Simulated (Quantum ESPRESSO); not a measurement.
# BP and the effect of the dispersion correction

The cell as given:

Symmetry: F-43m, No. 216, cubic system. The conventional cell has a = 4.538 Å, b = 4.538 Å, c = 4.538 Å, α = 90.00°, β = 90.00°, γ = 90.00°. P (site symmetry -43m) is surrounded by 4 B at 1.97 Å. Around B (site symmetry -43m) lie 4 P at 1.97 Å.

Kept alike: task relaxation of cell and atoms; functional revPBE; k mesh 10 × 10 × 10; occupations fermi-dirac, width 0.05 eV; no spin polarisation. Program: Quantum ESPRESSO, PseudoDojo 0.4.1 SR PBE standard, cutoff 1034 eV. The mesh is that of the run's cell of 2 atoms. No spin-orbit coupling.

| dispersion correction | band gap (eV) |
| --- | --- |
| D2 | 1.261 |
| D3(zero) | 1.281 |
| D3(BJ) | 1.238 |
| D4 | 1.217 |
| none | 1.310 |
| rVV10 | 1.217 |

Gaps hold for each row's own relaxed cell. A gap read on the mesh alone can miss an edge between its points. All rows use potentials made for PBE.

Task: What does the dispersion correction change here?

Result: The band gap runs from 1.217 (D4; rVV10) to 1.310 eV (none).

Every dispersion treatment lowers the gap relative to uncorrected revPBE, but only modestly, as expected for a covalent network held together by strong B–P sp³ bonds. The D2, D3 and D4 terms depend on the atomic positions and do not enter the Kohn–Sham potential, so they can alter the bands only through the relaxed geometry. The likely route is a slight contraction of the cell, since revPBE tends to underbind. In BP the gap is indirect, from Γ to a conduction valley near X, and such a valley typically moves down relative to the valence band maximum under compression, as in silicon. With rVV10, nonlocal correlation also acts on the potential, so its agreement with D4 at 1.217 eV need not mean equal cells.

All the gaps lie well below the measured one, mainly because a semilocal Kohn–Sham gap lacks the derivative discontinuity. The larger gap without dispersion is therefore no evidence that omitting it describes the bonding better.
